## Germanium under pressure: which valley sets the gap?

A change of one per cent in volume moves the conduction levels of a semiconductor, measured from the valence top, by something like 10 to 100 meV. That is a wide span, and two levels within one crystal can differ by more than that, even moving in opposite directions. The table follows germanium in the diamond structure through a series of compressed cells, calculated with the r2SCAN density functional. Two cells have their gaps withheld, and the task is to work them out from the others.

Diamond-structure germanium (2-atom cell) under hydrostatic strain, calculated with Ansatz 0.2.0 using the r2SCAN functional, PAW potentials, a 500 eV plane-wave cutoff and an 8×8×8 k mesh, without spin polarisation or spin–orbit coupling. Gaps are the smallest found over the mesh and additional k points.

| volume (Å³/atom) | shortest distance (Å) | band gap (eV) | least direct gap (eV) |
| --- | --- | --- | --- |
| 20.199 | 2.359 | 0.611 | 1.601 |
| 20.383 | 2.366 | 0.645 | 1.506 |
| 20.837 | 2.383 | ? | ? |
| 21.488 | 2.408 | 0.647 | 0.963 |
| 21.679 | 2.415 | 0.615 | 0.874 |
| 21.819 | 2.420 | 0.593 | 0.809 |
| 22.153 | 2.432 | ? | ? |

The band gap is the distance from the highest filled level to the lowest empty one, wherever in the band structure these lie. The least direct gap is the smallest distance between a filled and an empty level at the same wave vector, which is what matters for strong absorption of light. As the volume grows, the direct gap falls at each known step, by about 0.8 eV in all. The band gap first rises and then falls, and stays within 0.06 eV.

### One column, two band edges

The rise and fall look like one quantity passing through a maximum, but the levels from the same calculations show otherwise. The valence top lies at Γ, the centre of the Brillouin zone, in all the known cells. The lowest empty level changes place. In the two smallest cells it lies on the line from Γ to X, and in the three larger ones it lies at L, a point on the zone boundary.

Each such local minimum of the conduction band is called a valley. The gaps at 20.383 and 21.488 Å³/atom are almost equal, 0.645 and 0.647 eV, yet they belong to different valleys. Their likeness is no sign of a common state, so a forecast has to follow each valley by itself.

### Why the valleys move at different rates

For small changes of volume, the distance of a valley from the valence top runs nearly in a straight line with the logarithm of the volume:

gap(V) = gap(V₀) + a · ln(V/V₀)

Here V is the volume per atom, V₀ that of a reference cell, and a the deformation potential of this gap. The known rows give three very different slopes. For one per cent more volume, the gap at Γ falls by about 103 meV and the gap at L by about 35 meV, while the gap to the Γ–X valley rises by about 16 meV. The last figure compares the two smallest cells on the same mesh of wave vectors. The gaps in the table would give more than twice as much, because the two cells were not searched equally finely, as the forecasts below explain.

Bonding theory accounts for this order, although no analysis of the orbitals was made here to test it. The valence top is built from bonding p orbitals. The lowest empty state at Γ is an antibonding combination of s orbitals, and such a state is pushed up strongly when the atoms come closer. The state at L mixes s and p and responds less. The Γ–X valley is expected to have still less s character, so it escapes most of this push and nearly keeps pace with the valence top. Why its gap even rises a little with volume is not explained by this simple picture.

The rule for any similar crystal follows from this. First find out which valley is lowest, then use the slope of that valley, and watch for another one that moves at a different rate and may become the lowest.

### The forecasts

The cell at 22.153 Å³/atom lies beyond the largest known one, on the side where the edge is at L. A straight line through the three L rows gives a = −3.54 eV. Starting from the cell at 21.819, which was part of that fit, the logarithm of the volume ratio is ln(22.153/21.819) = 0.0152. The change is −3.54 × 0.0152 = −0.054 eV, and 0.593 − 0.054 gives 0.539 eV. The forecast is therefore 0.54 eV, within ±0.01 eV.

The direct gap needs a slight curvature besides its slope, and these were fitted to all five known rows. The result is 0.66 eV at 22.153 and 1.28 eV at 20.837, each within ±0.01 eV. In the larger cell Γ would thus still lie about 0.12 eV above L, so the edge should stay at L.

The band gap at 20.837 is harder. The L line gives 0.76 eV there, well above the Γ–X valley, so the edge should still lie on Γ–X. The position of that minimum is not fixed by symmetry, and a regular mesh of wave vectors can step over it. At 20.199 an extra point off the mesh lowered the gap by about 0.02 eV. At 20.383 no such point was used, which makes 0.645 eV an upper bound.

The slope of this valley was therefore taken from the gaps on the mesh alone in both small cells. Carried on to 20.837, it gives 0.68 eV on the mesh and 0.66 eV with an extra point. As either treatment was possible, the forecast takes the middle, 0.67 eV, with a range of ±0.02 eV that covers both.

A simpler reading deserves a fair trial: one smooth parabola through the five known band gaps, with no change of valley. It passes within 0.003 eV of each of them. The trial is not entirely clean, though: the uneven search of the two smallest cells makes the rise there look too steep, which is expected to bend the parabola too strongly. At 20.837 it gives 0.68 eV, inside the range just stated, so that cell can't decide between the two readings. At 22.153 it gives 0.51 eV against 0.54 eV from the L line, and there they part.

### The computed values

The withheld rows as computed:

| volume (Å³/atom) | shortest distance (Å) | band gap (eV) | least direct gap (eV) |
| --- | --- | --- | --- |
| 20.837 | 2.383 | 0.661 | 1.277 |
| 22.153 | 2.432 | 0.540 | 0.658 |

All four values fall within their ranges. At 22.153 the band gap is 0.540 eV, about 0.001 eV from the L line. The parabola is too low by 0.03 eV, some ten times its largest error on the rows it was fitted to. Part of that miss is expected to come from the uneven search of the two smallest cells. Fitted to gaps searched alike, it should fit less closely and miss by less, though still on the low side. At 20.837 it lies 0.02 eV above the computed value, close to the gap on the mesh alone. The firmer evidence for two valleys is therefore the position of the band edge in the outputs. A curve can pass close to every known point and still fail at the next one, if it joins points that belong to different states.

The direct gaps, 1.277 and 0.658 eV, agree with the curved line to better than 0.001 eV. This column is the easy one, because the gap belongs to the same point Γ in all the known cells and no other level interrupts it. Its steepness does no harm as long as the slope itself changes slowly.

The largest miss is the band gap at 20.837. The forecast was too high by 0.01 eV, half of the margin allowed on that side. The computed 0.661 eV coincides with the estimate for a search that includes an extra point. The outputs of this cell confirm that such a point was used. On the mesh alone its gap is 0.68 eV, as expected for that case. The forecast had allowed for only half of the effect of the extra point. The miss then comes from how finely the band was searched, and not from the way the valley moves.

### Where the gap is largest

The new value at 20.837 lies above the gaps of both neighbouring cells, so the band gap does go through a maximum. On this picture the maximum is a corner where two lines cross, and not a rounded top. The line for the searched Γ–X valley meets the L line near 21.2 Å³/atom, at a gap of about 0.69 eV. No cell was calculated there, so both figures are estimates.

For use on real germanium, three limits matter. The two smallest cells are under calculated pressures of about 11 and 12 GPa, roughly where the real crystal leaves the diamond structure. These two rows therefore describe a material at or near the end of its stability. Spin–orbit coupling, which is left out, would raise the valence top by roughly 0.1 eV and lower all these gaps by nearly the same amount. That affects the size of each gap, but hardly the slopes or the volume at which the valleys cross. The r2SCAN functional, like other semilocal functionals, is expected to give gaps that are too small, by an amount that need not be the same for each valley, so the crossing volume is less certain than the order of the slopes. Carried on to zero pressure, the fitted lines for Γ and L would even put Γ below L, whereas in real germanium L is the lowest valley. Part of this is expected to come from a calculated equilibrium volume slightly larger than the measured one, since Γ falls about three times faster than L as the volume grows.

The printed analysis below lists the fitted lines and the miss of each forecast.

Numerical output:

```
fit of least_direct_gap on 5 rows: constant 1.197 +/- 0.00027, coefficient of x -10.26 +/- 0.0026, coefficient of x**2 3.091 +/- 0.23; rms 0.000119, worst 21.679 -0.000217, leave-one-out rms 0.000276
  rows outside the fit (model, value, miss): 20.837 1.277, 1.277, 0.000374; 22.153 0.6575, 0.658, -0.00048
fit of band_gap on 3 rows (vol > 21): constant 0.7281 +/- 0.0018, coefficient of x -3.538 +/- 0.055; rms 0.000347, worst 21.679 0.000489, leave-one-out rms 0.00132
  rows outside the fit (model, value, miss): 20.199 0.8656, 0.611, 0.255; 20.383 0.8336, 0.645, 0.189; 20.837 0.7556, 0.661, 0.0946; 22.153 0.539, 0.54, -0.00102
fit of band_gap on 5 rows: constant 0.6827 +/- 0.0039, coefficient of x -0.3098 +/- 0.038, coefficient of x**2 -54.56 +/- 3.4; rms 0.00172, worst 21.679 0.00259, leave-one-out rms 0.00453
  rows outside the fit (model, value, miss): 20.837 0.6818, 0.661, 0.0208; 22.153 0.5103, 0.54, -0.0297
Direct gap, change per 1 % more volume near 21 Å³/atom, in meV: -102.6
L gap, change per 1 % more volume, in meV: -35.38
Gamma-X valley gap, change per 1 % more volume, in meV: 16.05
Lowering by the extra k point at 20.199, in eV: 0.01945
Gamma-X valley at 20.837 if only the mesh is used, in eV: 0.6803
Gamma-X valley at 20.837 if an extra point is used, in eV: 0.6609
Forecast band gap at 20.837, in eV: 0.6706
Half-range of that forecast, in eV: 0.02
Half-range of the other three forecasts, in eV: 0.01
Computed band gap at 20.837, in eV: 0.661
Miss at 20.837, forecast less computed, in eV: 0.009621
Forecast distance from L up to Gamma at 22.153, in eV: 0.1185
Estimated volume where the two valleys cross, in Å³/atom: 21.22
Estimated gap at that crossing, in eV: 0.6905
```
